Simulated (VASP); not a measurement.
VASP ran on this input.

### KPOINTS
```
Automatic
0
G
  7 7 7
```

**POSCAR**
```
NaBr
1
    0.0000000000     2.9850000000     2.9850000000
    2.9850000000     0.0000000000     2.9850000000
    2.9850000000     2.9850000000     0.0000000000
Na Br
1 1
Direct
  0.0000000000   0.0000000000   0.0000000000
  0.5000000000   0.5000000000   0.5000000000
```

### INCAR
```
SYSTEM = NaBr
PREC = Accurate
ENCUT = 400
EDIFF = 1E-6
NELM = 100
ALGO = Normal
LREAL = .FALSE.
LASPH = .TRUE.
ISMEAR = 0
SIGMA = 0.05
GGA = PS
LMAXMIX = 4
LWAVE = .FALSE.
LCHARG = .FALSE.
IBRION = 2
ISIF = 3
NSW = 60
EDIFFG = -0.01
```

POTCAR, in this order: Na_pv Br (PBE.64 set). Program: vasp_std.

Question: Write an equivalent input for Quantum ESPRESSO's pw.x.

Answer: One equivalent input (not run):
```
&CONTROL
  calculation = 'vc-relax'
  pseudo_dir = './pseudo'
  outdir = './out'
  tprnfor = .true.
  tstress = .true.
  nstep = 60
  forc_conv_thr = 0.00039
/
&SYSTEM
  ibrav = 0
  nat = 2
  ntyp = 2
  ecutwfc = 88
  occupations = 'smearing'
  smearing = 'gaussian'
  degauss = 0.003675
  input_dft = 'pbesol'
/
&ELECTRONS
  conv_thr = 7.3e-08
  electron_maxstep = 100
/
&IONS
/
&CELL
/
ATOMIC_SPECIES
  Na 22.990 Na.upf
  Br 79.904 Br.upf
CELL_PARAMETERS angstrom
     0.0000000    2.9850000    2.9850000
     2.9850000    0.0000000    2.9850000
     2.9850000    2.9850000    0.0000000
ATOMIC_POSITIONS crystal
  Na   0.0000000  0.0000000  0.0000000
  Br   0.5000000  0.5000000  0.5000000
K_POINTS automatic
  7 7 7 0 0 0
```
Limits of the translation: the potentials are each code's own (VASP's PAW set, PseudoDojo norm-conserving files in pw.x), so ENCUT and ecutwfc are chosen apart and not converted; conv_thr bounds pw.x's estimated SCF error, while EDIFF bounds the energy change between steps; forc_conv_thr acts on force components and is met together with etot_conv_thr.

The compound is NaBr in the rock salt structure. This run relaxes it. Symmetry was kept, so distortions that lower it aren't found.
